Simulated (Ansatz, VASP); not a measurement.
**Two plane-wave programs on Ni**

INCAR

```
SYSTEM = Ni
ALGO     = Normal         ! electronic algorithm
EDIFF    = 1E-6           ! SCF threshold, eV
ENCUT    = 520            ! plane-wave cutoff, eV
GGA      = CA             ! functional
ISIF     = 2              ! what is computed and relaxed
ISMEAR   = -1             ! smearing method
ISPIN    = 2              ! spin polarisation
LASPH    = .True.         ! aspherical terms in the spheres
LCHARG   = .False.        ! write CHGCAR
LMAXMIX  = 4              ! l up to which the mixer works
LORBIT   = 11             ! projections on sites
LREAL    = .False.        ! projectors in reciprocal space
LWAVE    = .False.        ! write WAVECAR
MAGMOM   = 1.5 1.5        ! initial moments
NBANDS   = 21             ! bands
NELM     = 150            ! most SCF steps
PREC     = Accurate       ! precision mode
SIGMA    = 0.05           ! smearing width, eV
```

Contents of KPOINTS:

```
k-points
0
Gamma
  11 11 11
  0 0 0
```

Contents of POSCAR:

```
Ni
1.0
    2.7674309400      0.0000000000      0.0000000000
    0.0000000000      2.7674309400      0.0000000000
    0.0000000000      0.0000000000      2.7674309400
Ni
2
Direct
    0.0000000000      0.0000000000      0.0000000000
    0.5000000000      0.5000000000      0.5000000000
```

Input for Ansatz:

```yaml
crystal:
  lattice:
    - [2.76743094, 0.0, 0.0]
    - [0.0, 2.76743094, 0.0]
    - [0.0, 0.0, 2.76743094]
  atoms:
    - { symbol: Ni, position: [0.0, 0.0, 0.0], spin: 1.5 }
    - { symbol: Ni, position: [0.5, 0.5, 0.5], spin: 1.5 }
magnetization:
  spin_polarized: true
kpoints:
  mp_grid: { grid: [11, 11, 11] }
scf:
  occupations: { method: fermi_dirac, width: 0.05 }
  lower_state_search: "off"
hamiltonian:
  xc: lda
  pseudopotentials: { kind: paw }
output:
  forces: true
  stress: true
  eigenvalues: true
  populations: true
  write_density: true
  write_potential: true
  elf: true
  volumetric_format: npy
```

Alike in both runs: task single point; functional LDA; k mesh 11 × 11 × 11; occupations fermi-dirac, width 0.05 eV; collinear spin.

```csv
,VASP,Ansatz
version,VASP 6.6.1,Ansatz 0.2.0
potentials or method,"VASP PAW LDA potentials, release 64 (Ni)","PAW with Ansatz's default frozen-core files, scalar-relativistic"
plane-wave cutoff (eV),520,420
valence electrons in the cell,20,36
```

|  | VASP | Ansatz | Ansatz less VASP |
| --- | --- | --- | --- |
| pressure (GPa) | -10.8 | -10.5 | +0.23 |
| net moment per atom (μB) | 0.45 | 0.52 | +0.066 |
| size of the moment on the site where the two differ most (μB) | 0.45 | 0.53 | +0.083 |

Site moments also hang on the region over which each program counts them. The two sets of potentials don't hold the same shells in valence.
